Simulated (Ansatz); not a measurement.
The system is GaN.

```
Ga N
1.0
     3.18000    0.00000    0.00000
    -1.59000    2.75396    0.00000
     0.00000    0.00000    5.16600
Ga N
2 2
Cartesian
  1.5900 0.9180 2.5830
  0.0000 1.8360 0.0000
  1.5900 0.9180 4.5203
  0.0000 1.8360 1.9373
```

Program: Ansatz 0.2.0. Alike in all runs: task band structure; potentials or basis Ansatz PAW; no spin polarisation; cell as given; k mesh 5 × 5 × 3; cutoff (eV) 420; smearing fermi-dirac 0.05 eV; the mesh is coarse, so values aren't converged.

Q: Order these runs on this cell by their band gap on the k mesh, lowest first.
A. level HSE03
B. level PBE0
C. level HF

A: A (3.02 eV), B (3.95 eV), C (10.83 eV).

Caveats: all runs use coarse meshes.
